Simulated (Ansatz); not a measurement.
Si: an alloy series on one sublattice

Si, P6_3/mmc, a = 3.802 Å, c = 6.289 Å. This isn't the element's structure at ambient conditions. Ansatz: LDA, PAW, 420 eV, Γ-centred 12×8×8 mesh on 8 atoms, Gaussian smearing 0.01 eV; no spin polarisation. C replaces Si on a share x of its sites in ordered cells of 8 atoms, relaxed within their symmetry; both ends keep this structure, and each row is the lowest of the orders tried at that x (1 to 2). The mixing energy is per mixed site over the two ends. A gap is open only at x = 0.00, 0.50, 0.75, 1.00; the other cells are metals at this level.

| x | mixing energy (meV/site) | V (Å³/atom) |
| --- | --- | --- |
| 0.000 | 0.0 | 19.682 |
| 0.125 | 152.5 | 16.851 |
| 0.250 | 124.3 | 14.210 |
| 0.500 | 76.5 | 10.599 |
| 0.750 | ? | ? |
| 1.000 | 0.0 | 5.523 |

**Question.** Fit the regular-solution form ΔH = Ω x(1 − x), and V = the straight line between the end volumes + b x(1 − x), to the other rows and predict the missing row.

**Answer.** With w = x(1 − x): x = 0.125, w = 0.1094, ΔH/w = 1394, excess volume -1.061; x = 0.250, w = 0.1875, ΔH/w = 663, excess volume -1.932; x = 0.500, w = 0.2500, ΔH/w = 306, excess volume -2.003. Least squares through zero (Σ w·y / Σ w²) gives Ω = 539.2 meV and b = -8.933 Å³. ΔH/w isn't constant, so Ω is only an average. At face value a random solution would unmix below Ω/2k_B = 3100 K. The orders tried at one x differ by up to 553 meV/site, and taking the lowest tends to put Ω under a random alloy's. At x = 0.750, w = 0.1875: ΔH = 101.1 meV/site and V = 7.388 Å³/atom (computed 7.777). The run gave 314.4 meV/site, so the fit is 213.3 meV/site too low, 68 % of the span of the series, against an rms of 65.0 meV/site on the fitted rows. ΔH/w is 1677 meV in this row and 306 to 1394 in the others: each row is one ordered cell, not a random alloy, and the form has no term for order or for a skew between the two ends.

The computed energies at x = 0.250 and 0.750 differ by 190.1 meV/site, though both cells hold the same order with the two species exchanged: a skew, which a form symmetric in x can't hold. Where the gap has closed, the smearing of 0.02 eV or less is narrow for a metal on this mesh.

Cost: 8 runs of about 46 core-minutes in all, on Intel Xeon Platinum 8259CL (Skylake/Cascade Lake) (shared hosts).